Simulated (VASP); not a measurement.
# AlN (F-43m) in VASP: a series of runs

Runs on AlN. Level: PBE. Tasks: single point.

Everything below comes from runs of VASP 6.6.1. Logs are shortened: lines on timing, memory, paths and dates and some standing lists are left out, and cuts for length are marked.

**1. Starting point**

Symmetry: F-43m, No. 216, cubic system. Conventional cell: a = 4.368 Å, b = 4.368 Å, c = 4.368 Å, α = 90.00°, β = 90.00°, γ = 90.00°. Around Al (site symmetry -43m) lie 4 N at 1.89 Å. N (site symmetry -43m) is surrounded by 4 Al at 1.89 Å.

Measurements of this composition are mostly on another form, of space group No. 186.

**2. Single point, PBE**

File INCAR:

```
PREC     = Accurate       # precision mode
ENCUT    = 600            # plane-wave cutoff, eV
EDIFF    = 1E-7           # SCF threshold, eV
ISMEAR   = 0              # smearing method
SIGMA    = 0.02           # smearing width, eV
LREAL    = False          # projectors in reciprocal space
LASPH    = True           # aspherical terms in the spheres
NELM     = 60             # most SCF steps
ALGO     = Normal         # electronic algorithm
ISIF     = 2              # what is computed and relaxed
LWAVE    = False          # write WAVECAR
LCHARG   = False          # write CHGCAR
GGA      = PE             # functional
```

File KPOINTS:

```
regular mesh
0
Gamma
  10 10 10
```

File POSCAR:

```
AlN
1.0
    0.0000000000      2.1839935600      2.1839935600
    2.1839935600      0.0000000000      2.1839935600
    2.1839935600      2.1839935600      0.0000000000
Al N
1 1
Direct
    0.0000000000      0.0000000000      0.0000000000
    0.7500000000      0.7500000000      0.7500000000
```

Potentials or basis: VASP PAW PBE potentials, release 64 (Al, N).

Command:

```sh
$ cat potpaw_PBE.64/Al/POTCAR potpaw_PBE.64/N/POTCAR > POTCAR
$ mpirun -np 1 vasp_std > vasp.out
```

OUTCAR:

```text
PREC = Accurate
   ENCUT = 600
   EDIFF = 1E-7
   ISMEAR = 0
   LREAL = False
   LASPH = True
   NELM = 60
   ISIF = 2
   GGA = PE

 ion  position               nearest neighbor table
   1  0.000  0.000  0.000-   2 1.89   2 1.89   2 1.89   2 1.89
   2  0.750  0.750  0.750-   1 1.89   1 1.89   1 1.89   1 1.89

  LATTYP: Found a face centered cubic cell.
 ALAT       =     4.3679871200

  Lattice vectors:

 A1 = (   0.0000000000,   2.1839935600,   2.1839935600)
 A2 = (   2.1839935600,   0.0000000000,   2.1839935600)
 A3 = (   2.1839935600,   2.1839935600,   0.0000000000)

Analysis of symmetry for initial positions (statically):
=====================================================================
 Subroutine PRICEL returns:
 Original cell was already a primitive cell.

 Routine SETGRP: Setting up the symmetry group for a
 face centered cubic supercell.

 Subroutine GETGRP returns: Found 24 space group operations
 (whereof 24 operations were pure point group operations)
 out of a pool of 48 trial point group operations.

The static configuration has the point symmetry T_d .

Analysis of symmetry for dynamics (positions and initial velocities):
=====================================================================
 Subroutine PRICEL returns:
 Original cell was already a primitive cell.

 Routine SETGRP: Setting up the symmetry group for a
 face centered cubic supercell.

 Subroutine GETGRP returns: Found 24 space group operations
 (whereof 24 operations were pure point group operations)
 out of a pool of 48 trial point group operations.

The dynamic configuration has the point symmetry T_d .

 Subroutine INISYM returns: Found 24 space group operations
 (whereof 24 operations are pure point group operations),
 and found     1 'primitive' translations

----------------------------------------------------------------------------------------

                                     Primitive cell

  volume of cell :      20.8345

  direct lattice vectors                    reciprocal lattice vectors
     0.000000000  2.183993560  2.183993560    -0.228938404  0.228938404  0.228938404
     2.183993560  0.000000000  2.183993560     0.228938404 -0.228938404  0.228938404
     2.183993560  2.183993560  0.000000000     0.228938404  0.228938404 -0.228938404

  length of vectors
     3.088633313  3.088633313  3.088633313     0.396532948  0.396532948  0.396532948

  position of ions in fractional coordinates (direct lattice)
     0.000000000  0.000000000  0.000000000
     0.750000000  0.750000000  0.750000000

  ion indices of the primitive-cell ions
   primitive index   ion index
                 1           1
                 2           2

----------------------------------------------------------------------------------------

 KPOINTS: regular mesh

Automatic generation of k-mesh.
 Grid dimensions read from file:
 generate k-points for:   10   10   10

 Generating k-lattice:

  Cartesian coordinates                     Fractional coordinates (reciprocal lattice)
    -0.022893840  0.022893840  0.022893840     0.100000000  0.000000000  0.000000000
     0.022893840 -0.022893840  0.022893840     0.000000000  0.100000000  0.000000000
     0.022893840  0.022893840 -0.022893840     0.000000000  0.000000000  0.100000000

  Length of vectors
     0.039653295  0.039653295  0.039653295

  Shift w.r.t. Gamma in fractional coordinates (k-lattice)
     0.000000000  0.000000000  0.000000000

 Subroutine IBZKPT returns following result:
 ===========================================

 Found     47 irreducible k-points:

 Following reciprocal coordinates:
            Coordinates               Weight
  0.000000  0.000000  0.000000      1.000000
  0.100000  0.000000  0.000000      8.000000
  0.200000  0.000000  0.000000      8.000000
  0.300000  0.000000  0.000000      8.000000
  0.400000  0.000000  0.000000      8.000000
  0.500000  0.000000  0.000000      4.000000
[... 16 lines left out ...]
  0.300000  0.300000  0.000000      6.000000
  0.400000  0.300000  0.000000     24.000000
 [... further k-points ...]
   k-points           NKPTS =     47   k-points in BZ     NKDIM =     47   number of bands    NBANDS=      8
   number of dos      NEDOS =    301   number of ions     NIONS =      2
   total plane-waves  NPLWV =  21952
   dimension x,y,z NGX =    28 NGY =   28 NGZ =   28
   dimension x,y,z NGXF=    56 NGYF=   56 NGZF=   56
   ions per type =               1   1
   NGX,Y,Z   is equivalent  to a cutoff of  15.07, 15.07, 15.07 a.u.
   NGXF,Y,Z  is equivalent  to a cutoff of  30.14, 30.14, 30.14 a.u.
 SYSTEM =  unknown system
   PREC   = accura    normal or accurate (medium, high low for compatibility)
   ISTART =      0    job   : 0-new  1-cont  2-samecut
   ICHARG =      2    charge: 1-file 2-atom 10-const
   ISPIN  =      1    spin polarized calculation?
   LNONCOLLINEAR =      F non collinear calculations
   LSORBIT =      F    spin-orbit coupling
   LASPH  =      T    aspherical Exc in radial PAW
   ENCUT  =  600.0 eV  44.10 Ry    6.64 a.u.   6.17  6.17  6.17*2*pi/ulx,y,z
   NELM   =     60;   NELMIN=  2; NELMDL= -5     # of ELM steps
   EDIFF  = 0.1E-06   stopping-criterion for ELM
   LREAL  =      F    real-space projection
   EDIFFG = 0.1E-05   stopping-criterion for IOM
   NSW    =      0    number of steps for IOM
   IBRION =     -1    ionic relax: 0-MD 1-quasi-New 2-CG
   NFREE  =      0    steps in history (QN), initial steepest desc. (CG)
   ISIF   =      2    stress and relaxation
   ISYM   =      2    0-nonsym 1-usesym 2-fastsym
   POTIM  = 0.5000    time-step for ionic-motion
   TEBEG  =    0.0;   TEEND  =   0.0 temperature during run
   PSTRESS=    0.0 pullay stress
   NELECT =       8.0000    total number of electrons
   NUPDOWN=      -1.0000    fix difference up-down
   EMIN   =  10.00;   EMAX   =-10.00  energy-range for DOS
   EFERMI =   0.00;   METHOD = LEGACY
   ISMEAR =     0;   SIGMA  =   0.02  broadening in eV -4-tet -1-fermi 0-gaus
   EFERMI_NEDOS =   21; number of points for ismear=-14 and -15
   IALGO  =     38    algorithm
   IMIX   =      4    mixing-type and parameters
     AMIX     =   0.40;   BMIX     =  1.00
     AMIX_MAG =   1.60;   BMIX_MAG =  1.00
  volume/ion in A,a.u.               =      10.42        70.30
  Fermi-wavevector in a.u.,A,eV,Ry     =   1.189899  2.248583 19.263943  1.415860
  Thomas-Fermi vector in A             =   2.325996
   LORBIT       =      0    0 simple, 1 ext, 2 COOP (PROOUT), +10 PAW based schemes
   GGA     = PE    functional components
   LHFCALC =     F    Hartree Fock is set to
   AEXX    =    0.0000 exact exchange contribution
   IVDW    =     0    specifies the selected vdW correction
   LEPSILON=     F    determine dielectric tensor
   LRPA    =     F    only Hartree local field effects (RPA)
 non-spin polarized calculation
 Gauss-broadening in eV      SIGMA  =   0.02
  energy-cutoff  :      600.00
  volume of cell :       20.83
 maximum number of plane-waves:       725
 NGX is ok and might be reduce to    28
   NGX = 13   NGY = 13   NGZ = 13

 number of electron       7.9999999 magnetization

 Free energy of the ion-electron system (eV)
  ---------------------------------------------------
  ext. energy  EPLUGINS =         0.00000000
  ---------------------------------------------------
  free energy    TOTEN  =       -14.84195167 eV

  energy without entropy =      -14.84195167  energy(sigma->0) =      -14.84195167

 E-fermi :   6.1345     XC(G=0): -10.9338

 val. band max:        5.9694591500   @ k =   0.0000   0.0000   0.0000
 cond. band min:       9.2878606947   @ k =   0.5000   0.5000   0.0000
 fundamental gap:      3.3184015447
 Fermi energy:         6.1345377721

 k-point     1 :       0.0000    0.0000    0.0000
  band No.  band energies     occupation
      1      -9.0119      2.00000
      2       5.9695      2.00000
      3       5.9695      2.00000
      4       5.9695      2.00000
      5      10.1658      0.00000
      6      18.5302      0.00000
      7      18.5302      0.00000
      8      18.5302      0.00000

 k-point     2 :       0.1000    0.0000    0.0000
  band No.  band energies     occupation
      1      -8.8654      2.00000
      2       5.1585      2.00000
      3       5.9179      2.00000
      4       5.9179      2.00000
      5      10.8264      0.00000
      6      18.1417      0.00000
      7      18.6641      0.00000
      8      18.6641      0.00000

 k-point     3 :       0.2000    0.0000    0.0000
  band No.  band energies     occupation
      1      -8.4488      2.00000
      2       3.5543      2.00000
      3       5.7893      2.00000
      4       5.7893      2.00000
      5      11.9511      0.00000
      6      17.3407      0.00000
      7      18.5941      0.00000
      8      18.5941      0.00000

 k-point     4 :       0.3000    0.0000    0.0000
  band No.  band energies     occupation
      1      -7.8437      2.00000
      2       1.9089      2.00000
      3       5.6418      2.00000
      4       5.6418      2.00000
      5      12.7944      0.00000
      6      16.5810      0.00000
      7      17.9333      0.00000
      8      17.9333      0.00000

 k-point     5 :       0.4000    0.0000    0.0000
  band No.  band energies     occupation
      1      -7.2384      2.00000
      2       0.6248      2.00000
      3       5.5307      2.00000
      4       5.5307      2.00000
      5      13.2244      0.00000
      6      16.0397      0.00000
      7      17.3355      0.00000
      8      17.3355      0.00000

 k-point     6 :       0.5000    0.0000    0.0000
  band No.  band energies     occupation
      1      -6.9636      2.00000
      2       0.1155      2.00000
      3       5.4899      2.00000
      4       5.4899      2.00000
      5      13.3496      0.00000
      6      15.8348      0.00000
      7      17.1167      0.00000
      8      17.1167      0.00000

 k-point     7 :       0.1000    0.1000    0.0000
  band No.  band energies     occupation
      1      -8.8168      2.00000
      2       5.1759      2.00000
      3       5.7639      2.00000
      4       5.7639      2.00000
      5      11.0230      0.00000
      6      17.9127      0.00000
      7      18.8111      0.00000
      8      18.8111      0.00000
[... 133 lines left out ...]
 k-point    20 :      -0.4000    0.2000    0.0000
  band No.  band energies     occupation
      1      -6.7159      2.00000
      2       0.7803      2.00000
      3       3.7568      2.00000
      4       5.1732      2.00000
      5      13.2090      0.00000
      6      15.1548      0.00000
      7      18.2314      0.00000
      8      18.3302      0.00000

 k-point    21 :      -0.3000    0.2000    0.0000
  band No.  band energies     occupation
      1      -7.0842      2.00000
      2       1.3682      2.00000
      3       3.7762      2.00000
      4       5.4510      2.00000
      5      13.8606      0.00000
      6      15.0323      0.00000
      7      17.7541      0.00000
      8      18.2812      0.00000

 k-point    22 :      -0.2000    0.2000    0.0000
  band No.  band energies     occupation
      1      -7.6449      2.00000
      2       2.2120      2.00000
      3       4.2797      2.00000
      4       5.7156      2.00000
      5      13.5312      0.00000
      6      15.9286      0.00000
      7      17.3714      0.00000
      8      18.4726      0.00000

 k-point    23 :       0.3000    0.3000    0.0000
  band No.  band energies     occupation
      1      -7.4678      2.00000
      2       2.4548      2.00000
      3       4.7305      2.00000
      4       4.7305      2.00000
      5      11.3001      0.00000
      6      15.6728      0.00000
      7      17.8533      0.00000
      8      20.4722      0.00000

 k-point    24 :       0.4000    0.3000    0.0000
  band No.  band energies     occupation
      1      -7.0050      2.00000
      2       1.8211      2.00000
      3       4.2684      2.00000
      4       4.5669      2.00000
      5      10.8860      0.00000
      6      15.5055      0.00000
      7      18.2226      0.00000
      8      20.5586      0.00000

 [... further k-points ...]

------------------------ aborting loop because EDIFF is reached ----------------------------------------

  FORCE on cell =-STRESS in cart. coord.  units (eV):
  Direction    XX          YY          ZZ          XY          YZ          ZX
  --------------------------------------------------------------------------------------
  -------------------------------------------------------------------------------------
  Total        0.5821388      0.5821388      0.5821388     -0.0000000      0.0000000     -0.0000000
  in kB       44.7664920     44.7664920     44.7664920     -0.0000000      0.0000000     -0.0000000
  external PRESSURE =      44.7664920 kB  Pullay stress =       0.0000000 kB

 VOLUME and BASIS-vectors are now :
 -----------------------------------------------------------------------------
  energy-cutoff  :      600.00
  volume of cell :       20.83
      direct lattice vectors                 reciprocal lattice vectors
     0.000000000  2.183993560  2.183993560    -0.228938404  0.228938404  0.228938404
     2.183993560  0.000000000  2.183993560     0.228938404 -0.228938404  0.228938404
     2.183993560  2.183993560  0.000000000     0.228938404  0.228938404 -0.228938404

 POSITION                                       TOTAL-FORCE (eV/Angst)
 -----------------------------------------------------------------------------------
      0.00000      0.00000      0.00000         0.000000     -0.000000      0.000000
      3.27599      3.27599      3.27599        -0.000000      0.000000     -0.000000
 -----------------------------------------------------------------------------------
    total drift:                               -0.000000     -0.000000     -0.000000

  FREE ENERGIE OF THE ION-ELECTRON SYSTEM (eV)
  ---------------------------------------------------
  free  energy   TOTEN  =       -14.8419516711 eV

  energy  without entropy=      -14.8419516711  energy(sigma->0) =      -14.84195167
```

It took 14 s on 1 thread of Intel Xeon Platinum 8488C (Sapphire Rapids), shared host; peak memory 0.15 GiB.

Results:

| Property | Result |
| --- | --- |
| Free energy | -14.8420 eV |
| Pressure | 4.5 GPa |
| Band gap on the k mesh | 3.32 eV, indirect (least direct gap 4.20 eV) |

**3. Single point, PBE**

Edit INCAR of step 2 so:

```diff
@@ -1,3 +1,3 @@
 PREC     = Accurate       # precision mode
-ENCUT    = 600            # plane-wave cutoff, eV
+ENCUT    = 700            # plane-wave cutoff, eV
 EDIFF    = 1E-7           # SCF threshold, eV
```

KPOINTS is that of step 2.

POSCAR is that of step 2.

Potentials or basis: VASP PAW PBE potentials, release 64 (Al, N).

Command:

```sh
$ cat potpaw_PBE.64/Al/POTCAR potpaw_PBE.64/N/POTCAR > POTCAR
$ mpirun -np 1 vasp_std > vasp.out
```

Wall time 15 s (1 thread of Intel Xeon Platinum 8488C (Sapphire Rapids), shared host); peak memory 0.15 GiB.

The run converged. Its results:

| Property | Result |
| --- | --- |
| Free energy | -14.8450 eV |
| Pressure | 4.5 GPa |
| Band gap on the k mesh | 3.32 eV, indirect (least direct gap 4.20 eV) |

Levels at points of the mesh, in eV from the valence-band top:
```csv
k point,band 1,band 2,band 3,band 4,band 5,band 6,band 7,band 8
"(0.00, 0.00, 0.00)",-14.98,0.00,0.00,0.00,4.20,12.56,12.56,12.56
"(0.50, 0.00, 0.00)",-12.93,-5.85,-0.48,-0.48,7.38,9.87,11.15,11.15
"(0.50, 0.50, 0.00)",-12.30,-4.90,-1.77,-1.77,3.32,8.62,13.96,15.74
```

A k mesh can miss the band edges. A hybrid or GW would open this gap; PBE tends to underestimate it.
